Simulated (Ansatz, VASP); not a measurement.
# HfN in VASP and in Ansatz

Contents of INCAR:

```
PREC = Accurate
ENCUT = 520
EDIFF = 1E-6
ISMEAR = -1
SIGMA = 0.08
LREAL = False
LASPH = True
NELM = 80
ALGO = Normal
ISIF = 2
LWAVE = False
LCHARG = True
GGA = PS
LELF = True
LVHAR = True
NBANDS = 14
```

File KPOINTS:

```
Automatic mesh
0
Gamma
  15 15 15
```

POSCAR

```
HfN
1.0
    0.0000000000      2.2507575181      2.2507575181
    2.2507575181      0.0000000000      2.2507575181
    2.2507575181      2.2507575181      0.0000000000
Hf N
1 1
Direct
    0.0000000000      0.0000000000      0.0000000000
    0.5000000000      0.5000000000      0.5000000000
```

Input for Ansatz:

```yaml
crystal:
  lattice:
    - [0.0, 2.2507575181, 2.2507575181]
    - [2.2507575181, 0.0, 2.2507575181]
    - [2.2507575181, 2.2507575181, 0.0]
  atoms:
    - { symbol: Hf, position: [0.0, 0.0, 0.0] }
    - { symbol: "N", position: [0.5, 0.5, 0.5] }
kpoints:
  mp_grid: { grid: [15, 15, 15] }
  band_path:
    path:
      - [0.0, 0.0, 0.0]
      - [0.5, 0.0, 0.5]
      - [0.625, 0.25, 0.625]
      - [0.375, 0.375, 0.75]
      - [0.0, 0.0, 0.0]
      - [0.5, 0.5, 0.5]
      - [0.5, 0.25, 0.75]
      - [0.5, 0.0, 0.5]
    npoints: 14
scf:
  occupations: { method: fermi_dirac, width: 0.08 }
hamiltonian:
  xc: pbesol
  pseudopotentials: { kind: all_electron, lapw: { basis_error: 0.001 } }
output:
  forces: true
  stress: true
  eigenvalues: true
  populations: true
  dos: { projected: true, de: 0.2, e_range: [-14, 8] }
```

The cell was relaxed by an earlier calculation.

Alike in both runs: task single point; functional PBEsol; k mesh 15 × 15 × 15; occupations fermi-dirac, width 0.08 eV; no spin polarisation.

```csv
,VASP,Ansatz
version,VASP 6.6.1,Ansatz 0.2.0
potentials or method,"VASP PAW PBE potentials, release 64 (Hf_pv, N)","all-electron LAPW, scalar-relativistic"
plane-wave cutoff (eV),520,see its input
```

|  | VASP | Ansatz | Ansatz less VASP |
| --- | --- | --- | --- |
| pressure (GPa) | -2.1 | 0.1 | +2.24 |

Ansatz ran all-electron here, so the differences hold the error of VASP's frozen core and of both bases.

Caveats: the PAW data sets were made with another functional, which shifts forces and pressure a little (VASP). Spin-orbit coupling is left out, which matters for the levels of Hf.
